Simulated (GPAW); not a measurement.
## Cu2O (Cuprite) in GPAW: convergence with plane-wave cutoff (eV)

The system is Cu2O (Cuprite).

```
CELL_PARAMETERS angstrom
4.26000 0.00000 0.00000
0.00000 4.26000 0.00000
0.00000 0.00000 4.26000
ATOMIC_POSITIONS crystal
Cu 0.75000 0.25000 0.75000
Cu 0.75000 0.75000 0.25000
Cu 0.25000 0.75000 0.75000
Cu 0.25000 0.25000 0.25000
O 0.50000 0.50000 0.50000
O 0.00000 0.00000 0.00000
```

| Item | Value |
| --- | --- |
| Program | GPAW 26.7.0 |
| Task | convergence study |
| Functional | PBE |
| Potentials or basis | GPAW PAW data sets (gpaw-data 1.2.1) |
| Cutoff | 300 eV |
| Basis | pw |
| k mesh | 5 × 5 × 5 |
| Occupations | fermi-dirac, width 0.05 eV |
| Spin | no spin polarisation |

These are the settings of the first run; the series varies plane-wave cutoff (eV), with any setting tied to it.

Hardware: 1 thread of AMD EPYC 9R45 96-Core Processor (Zen 5) (shared host).

```tsv
plane-wave cutoff (eV)	energy less the tightest run, at zero smearing (meV/atom)	pressure (GPa)	gap on the mesh (eV)	SCF cycles	CPU time (s)	peak memory (GiB)
300	2606.39	-67.81	0.239	12	6.1	0.15
350	1407.12	-44.83	0.374	12	5.8	0.16
400	735.57	-27.00	0.456	12	6.2	0.16
500	181.10	-3.90	0.531	12	10	0.18
600	58.03	3.49	0.544	12	10	0.2
700	24.54	4.75	0.544	12	16	0.21
800	8.35	5.39	0.545	12	16	0.23
1000	0.54	6.01	0.545	12	18	0.28
1200	0.00	6.06	0.545	12	30	0.33
```

Against the tightest run, the energy stays within 1 meV/atom from 1000 on; the pressure stays within 0.1 GPa from 1000 on; the gap on the mesh stays within 0.01 eV from 600 on. The tightest run that finished is the yardstick and may itself not be fully converged.

Caveat, for the tightest run too: with this Cu data set, volumes or pressures lay over 1.5 % or 2 GPa off other programs in two to four cells of ten; an odd mesh through Γ misses points on the zone boundary, where band edges often lie.
